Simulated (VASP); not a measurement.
BeTe:

```
Te Be
1.0
     0.00000    2.77000    2.77000
     2.77000    0.00000    2.77000
     2.77000    2.77000    0.00000
Te Be
1 1
Direct
  0.75000 0.75000 0.75000
  0.00000 0.00000 0.00000
```

Program: VASP 6.6.1. Alike in all runs: task band structure; potentials or basis VASP PAW PBE potentials, release 64 (Te, Be); cell as given; cutoff (eV) 520; smearing fermi-dirac 0.05 eV. Hardware: 1 thread of AMD EPYC 9R45 96-Core Processor (Zen 5), on a shared host.

**Question.** Order these runs on this cell by their wall time, lowest first.
A. level PW91; spin off; k mesh 8 × 8 × 8
B. level RPBE; spin off; k mesh 8 × 8 × 8
C. level PBEsol; spin SOC, no magnetisation; k mesh 6 × 6 × 6

**Answer.** A (15 s), B (31 s), C (100 s).
